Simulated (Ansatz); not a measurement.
# Worked example: C4H9 → C4H8 + H

Species: C4H9 (2-butyl radical) `C[CH]CC`, doublet; C4H8 (1-butene) `C=CCC`, singlet; H atom, doublet. 

Shapes, held fixed at every level: PBE0-D4/def2-TZVP. Flexible molecules stand in one conformer, not always the lowest. Programs: Ansatz 0.2.0. The zero-point and thermal change to 298 K, harmonic and unscaled (PBE0-D4/def2-TZVP), is -18.2 kJ/mol.

At CCSD(T)/CBS estimate; 1 Eh = 2625.50 kJ/mol:

```
species  energy (Eh)
   C4H9  -157.570897
   C4H8  -157.006727
      H    -0.500000
```

**Question.** Work out ΔH(298 K) of the reaction at this level.

**Answer.** 
1. Products less reactants: (-157.006727) + (-0.500000) − [(-157.570897)] = 0.064170 Eh = +168.5 kJ/mol.
2. With the thermal change: +168.5 + (-18.2) = +150.3 kJ/mol.

Other levels give +149.6 (CCSD(T)/def2-TZVPP) to +182.9 kJ/mol (r2SCAN0-D4/def2-TZVPP). No measured value is set beside it here. Open shells run unrestricted unless RO is named. The CBS estimate extrapolates MP2 from def2-TZVPP and def2-QZVPP and adds CCSD(T) − MP2 in the triple-zeta set, cores frozen.
